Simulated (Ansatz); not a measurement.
**Structure types of CdS compared at 6.2 GPa**

Structure types of CdS are relaxed in primitive cells with their symmetry kept at 6.2 GPa, on PAW files; LAPW relaxes the small cells further and takes the PAW cell for the others (marked *). The enthalpy is E + pV at zero temperature, without zero-point motion. Only the types listed were tried, and differences under about 5 meV/atom are mesh noise. The real phase may be another.

Level of theory: DFT with PBE, scalar-relativistic, in Ansatz 0.2.0; Fermi–Dirac smearing of 0.08 eV, no spin polarisation. LAPW: all electrons, basis error target 0.5 meV/atom; PAW: frozen-core files, cutoff 420 eV.

k meshes: rocksalt 13×13×13, CsCl 13×13×13, zincblende 12×12×12, wurtzite 9×9×5, NiAs 10×10×6.

```
start type            ends as          a, b, c (Å)  V (Å³/atom)  H − H(lowest), LAPW (meV/atom)
  rocksalt    rocksalt, Fm-3m  5.363, 5.363, 5.363        19.29                             0.0
      CsCl        CsCl, Pm-3m  3.326, 3.326, 3.326        18.40                           474.2
zincblende  zincblende, F-43m  5.745, 5.745, 5.745        23.70                               ?
 wurtzite*   wurtzite, P6_3mc  4.065, 4.065, 6.626        23.70                            50.9
     NiAs*     NiAs, P6_3/mmc  3.772, 3.772, 6.357        19.58                               ?
```

Q: Give the missing entry: row "NiAs*", column "H − H(lowest), LAPW (meV/atom)".

A: 53.4.

Q: What belongs in the row "zincblende", column "H − H(lowest), LAPW (meV/atom)"?

A: 51.8.

Q: Split the lead of rocksalt over wurtzite into energy and pV.

A: For wurtzite less rocksalt: ΔE = -120.0 meV/atom, and p·ΔV = 6.2 GPa × +4.4170 Å³ × 6.242 meV/(GPa·Å³) = +170.9 meV/atom, together 50.9 meV/atom. rocksalt wins by its smaller volume, against the internal energy.
